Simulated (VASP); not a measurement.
# SnS (Pnma) in VASP: further runs, part 2 of 2

VASP 6.6.1.

### 5 Band structure, PBE-EpsX

File POSCAR:

```
SnS                                     
1.0
   11.1022363227      0.0000000000      0.0000000000
    0.0000000000      3.9856081180     -0.0000000000
    0.0000000000     -0.0000000000      4.2298593717
  Sn              S             
     4     4
Direct
     0.1185163016469163    0.2500000000000000    0.1099912146110713
     0.3814836983530838    0.7500000000000000    0.6099912146110713
     0.6185163016469164    0.2500000000000000    0.3900087853889287
     0.8814836983530836    0.7500000000000000    0.8900087853889287
     0.8532534778391950    0.2500000000000000    0.4743740039375980
     0.6467465221608050    0.7500000000000000    0.9743740039375977
     0.3532534778391949    0.2500000000000000    0.0256259960624021
     0.1467465221608050    0.7500000000000000    0.5256259960624023
```

File INCAR.step1:

```
PREC = Accurate ; ENCUT = 520
EDIFF = 1E-8 ; ISMEAR = 0
SIGMA = 0.03 ; LREAL = False
LASPH = True ; NELM = 80
ALGO = Normal ; ISIF = 2
LWAVE = False ; LCHARG = False
KPAR = 4 ; GGA = PE
LEPSILON = True
```

File KPOINTS.step1:

```
Automatic mesh
0
G
  4 8 6
  0 0 0
```

File INCAR.step2:

```
PREC = Accurate ; ENCUT = 520
EDIFF = 1E-5 ; ISMEAR = 0
SIGMA = 0.03 ; LREAL = False
LASPH = True ; NELM = 80
ALGO = Normal ; ISIF = 2
LWAVE = True ; LCHARG = False
KPAR = 4 ; GGA = PE
```

File KPOINTS.step2:

```
Automatic mesh
0
Gamma
  2 4 4
```

File INCAR.step3:

```
PREC = Accurate ; ENCUT = 520
EDIFF = 1E-7 ; ISMEAR = 0
SIGMA = 0.03 ; LREAL = False
LASPH = True ; NELM = 80
ALGO = Normal ; ISIF = 2
LWAVE = False ; LCHARG = False
GGA = PE ; LHFCALC = True
AEXX = 0.0586 ; PRECFOCK = Fast
HFRCUT = -1 ; KPAR = 4
ISTART = 1
```

File KPOINTS.step3:

```
Automatic mesh
0
Gamma
  2 4 4
```

File KPOINTS_OPT:

```
explicit points
8
Reciprocal
 0.0000000000  0.0000000000  0.0000000000 1
 0.5000000000  0.5000000000  0.5000000000 1
 0.0000000000  0.5000000000  0.5000000000 1
 0.5000000000  0.0000000000  0.5000000000 1
 0.5000000000  0.5000000000  0.0000000000 1
 0.0000000000  0.5000000000  0.0000000000 1
 0.0000000000  0.0000000000  0.5000000000 1
 0.5000000000  0.0000000000  0.0000000000 1
```

The run is started by

```
$ cat potpaw_PBE.64/Sn_d/POTCAR potpaw_PBE.64/S/POTCAR > POTCAR
$ cp INCAR.step1 INCAR
$ cp KPOINTS.step1 KPOINTS
$ mpirun -np 4 vasp_std > vasp.out
$ cp INCAR.step2 INCAR
$ cp KPOINTS.step2 KPOINTS
$ mpirun -np 4 vasp_std > vasp.out
$ cp INCAR.step3 INCAR
$ cp KPOINTS.step3 KPOINTS
$ mpirun -np 4 vasp_std > vasp.out
```

Run time: 53 min. Hardware: 4 MPI ranks of Intel Xeon Platinum 8488C (Sapphire Rapids), shared host; peak memory 1.4 GiB.

It converged, with:

* Free energy: -37.8731 eV
* Pressure: 2.8 GPa
* Largest force: 0.038 eV/Å
* Band gap on the k mesh: 0.99 eV, indirect (least direct gap 1.54 eV)
* Band gap along the path: 0.99 eV, indirect (least direct gap 1.57 eV)

Forces on the atoms (eV/Å):
```
Sn   0.035  0.000  0.016
Sn  -0.035  0.000  0.016
Sn   0.035  0.000 -0.016
Sn  -0.035  0.000 -0.016
S    0.002  0.000  0.028
S   -0.002  0.000  0.028
S    0.002  0.000 -0.028
S   -0.002  0.000 -0.028
```

Stress tensor (GPa, compression positive):
```
3.08 0.00 0.00
0.00 2.74 0.00
0.00 0.00 2.52
```

Levels at points of the mesh, in eV from the valence-band top:
| k point | band 36 | band 37 | band 38 | band 39 | band 40 | band 41 | band 42 | band 43 | band 44 | band 45 |
| --- | --- | --- | --- | --- | --- | --- | --- | --- | --- | --- |
| (0.00, 0.00, 0.00) | -2.37 | -2.15 | -1.38 | -0.91 | -0.76 | 0.99 | 3.31 | 3.35 | 3.44 | 3.76 |
| (0.50, 0.00, 0.00) | -2.57 | -2.40 | -2.40 | -0.80 | -0.80 | 2.93 | 2.93 | 3.08 | 3.08 | 4.39 |
| (0.00, 0.50, 0.00) | -2.20 | -1.09 | -1.09 | -0.83 | -0.83 | 1.37 | 1.37 | 1.98 | 1.98 | 2.27 |
| (0.50, 0.50, 0.00) | -2.59 | -1.05 | -1.05 | -1.05 | -1.05 | 1.84 | 1.84 | 1.84 | 1.84 | 2.73 |
| (0.00, 0.00, 0.50) | -1.98 | -0.99 | -0.99 | -0.08 | -0.08 | 1.68 | 1.68 | 2.13 | 2.13 | 2.15 |
| (0.50, 0.00, 0.50) | -2.32 | -0.78 | -0.78 | 0.00 | 0.00 | 1.57 | 1.57 | 2.09 | 2.09 | 2.19 |
| (0.00, 0.50, 0.50) | -3.67 | -2.70 | -2.70 | -1.70 | -1.70 | 3.03 | 3.03 | 3.29 | 3.29 | 4.87 |
| (0.50, 0.50, 0.50) | -4.27 | -1.89 | -1.89 | -1.89 | -1.89 | 2.84 | 2.84 | 2.84 | 2.84 | 5.01 |

Caveat: the PAW data sets were made with another functional, which shifts forces and pressure a little; spin-orbit coupling is left out, which moves the levels of the heavy elements.

### 6 Summary

```tsv
level	further INCAR settings	screening parameter	exchange at q = 0	share of exact exchange	gap on the mesh (eV)	pressure (GPa)	largest force (eV/Å)
PBE	ALGO = Fast; EDIFF = 1e-07	-	-	-	0.77	3.3	0.05
HSE06	ALGO = Normal; EDIFF = 1e-07	0.2 1/A	-	-	1.13	1.5	0.21
PBE0	ALGO = Normal; EDIFF = 1e-07	-	truncated	-	1.74	1.3	0.23
PBE-EpsX	ALGO = Normal; EDIFF = 1e-07	-	truncated	0.0586	0.99	2.8	0.04
```

Alike in all rows: task band structure; potentials or basis VASP PAW PBE potentials, release 64 (Sn_d, S); no spin polarisation; cell as given; k mesh 2 × 4 × 4; cutoff (eV) 520; smearing gaussian 0.03 eV.

On the cell as given the gap runs from 0.77 eV (PBE) to 1.74 eV (PBE0). The pressure there spans 1.3 GPa (PBE0) to 3.3 GPa (PBE); a positive pressure means that this level wants a larger cell, a negative one a smaller.

Caveats: spin-orbit coupling is left out, which moves the levels of the heavy elements; the PAW data sets were made with another functional, which shifts forces and pressure a little (some runs).

Total energies depend on the potentials used, so only differences within one code and one set of settings carry meaning.

### 7 Comparison with measurements

Step 2. Measured gap of SnS: 1.16 eV (indirect; 20 K; “Linear dichroism of the optical properties of SnS and SnSe van der Waals crystals”, 2024, arxiv:2409.17412). This calculation gives 0.77 eV (-0.39 eV). 2 values of this kind are on record (1.09 to 1.16 eV); this one was drawn at random. Spin-orbit coupling on Sn is left out. The value is that of PBE, without temperature or zero-point motion. Semilocal functionals fall short of measured gaps as a rule.

Step 3. A measured gap of SnS is 1.16 eV (indirect; 20 K; “Linear dichroism of the optical properties of SnS and SnSe van der Waals crystals”, 2024, arxiv:2409.17412); the calculated 1.13 eV misses it by -0.03 eV. 2 values of this kind are on record (1.09 to 1.16 eV); this one was drawn at random. Spin-orbit coupling on Sn is left out. The value is that of HSE06, without temperature or zero-point motion.

Step 4. A measured gap of SnS is 1.09 eV (indirect; 300 K; “Linear dichroism of the optical properties of SnS and SnSe van der Waals crystals”, 2024, arxiv:2409.17412); the calculated 1.74 eV misses it by +0.65 eV. 2 values of this kind are on record (1.09 to 1.16 eV); this one was drawn at random. Spin-orbit coupling on Sn is left out. The value is that of PBE0, without temperature or zero-point motion.

Step 5. Against the measured gap of SnS, 1.09 eV (indirect; 300 K; “Linear dichroism of the optical properties of SnS and SnSe van der Waals crystals”, 2024, arxiv:2409.17412), the calculated 0.99 eV is off by -0.10 eV. 2 values of this kind are on record (1.09 to 1.16 eV); this one was drawn at random. Spin-orbit coupling on Sn is left out. The value is that of PBE-EpsX, without temperature or zero-point motion.
